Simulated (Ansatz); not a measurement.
Space group F-43m (No. 216). a = 5.960 Å, b = 5.960 Å, c = 5.960 Å, α = 90.00°, β = 90.00°, γ = 90.00°
| atom | site | symmetry | x | y | z |
| --- | --- | --- | --- | --- | --- |
| In | 4a | -43m | 0.0000 | 0.0000 | 0.0000 |
| P | 4d | -43m | 0.2500 | 0.2500 | 0.7500 |

Equation of state of this InP structure (not necessarily the ground state), with shape and atoms relaxed at each volume where symmetry leaves them free. All numbers below come from DFT PBE, scalar-relativistic, plane waves, PAW (Ansatz 0.2.0).

Plane waves to 420 eV, a k mesh through Γ of 10×10×10 on the computed 2-atom cell and Gaussian smearing (0.02 eV); no spin polarisation.

```csv
V (Å³/atom),E − E(largest V) (meV/atom),P (GPa),gap on mesh (eV)
24.877,3.67,4.23,0.78
25.671,-11.42,1.92,0.61
26.465,-16.00,-0.02,0.44
27.258,-11.73,-1.66,0.28
28.052,0.00,-3.03,0.12
```

Problem. Fit a third-order Birch–Murnaghan equation to E(V).

Solution. V0 = 26.46 Å³/atom, B0 = 59 GPa, B0' = 4.7.